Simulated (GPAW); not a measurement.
The system is Te2Mo, a slab with vacuum.

```
Te Mo
1.0
     3.56023    0.00000    0.00000
    -1.78012    3.08325    0.00000
     0.00000    0.00000   17.52406
Te Mo
2 1
Direct
  0.33333 0.66667 0.10214
  0.33333 0.66667 0.89786
  0.00000 0.00000 0.00000
```

- Program: GPAW 26.7.0
- Task: single point
- Functional: PBE
- Potentials or basis: GPAW PAW data sets (gpaw-data 1.2.1)
- Cutoff: 600 eV
- Basis: pw
- k mesh: 9 × 9 × 2
- Occupations: fermi-dirac, width 0.05 eV
- Spin: no spin polarisation

On this cell: largest force 0.144 eV/Å; band gap on the k mesh 1.04 eV, direct.

The same run follows on a disturbed copy (atoms moved at random, drawn with an rms of 0.05 Å):

```
Te Mo
1.0
     3.56023    0.00000    0.00000
    -1.78012    3.08325    0.00000
     0.00000    0.00000   17.52406
Te Mo
2 1
Direct
  0.33087 0.67073 0.09950
  0.34288 0.66316 0.89798
  0.97294 0.98060 0.00114
```

**Question.** What changes?

**Answer.** The energy moves by +35.9 meV/atom; largest force 1.687 eV/Å; band gap on the k mesh 1.01 eV, direct.

Forces on the atoms (eV/Å):
```
Te  -0.399 -0.544  1.056
Te  -0.683 -0.366 -0.136
Mo   1.082  0.910 -0.920
```

Stress tensor (GPa, compression positive):
```
 0.83  0.43  0.46
 0.43  0.02 -0.23
 0.46 -0.23  1.71
```

Caveats: spin-orbit coupling is left out, which moves the levels of the heavy elements.

A k mesh can miss the band edges.
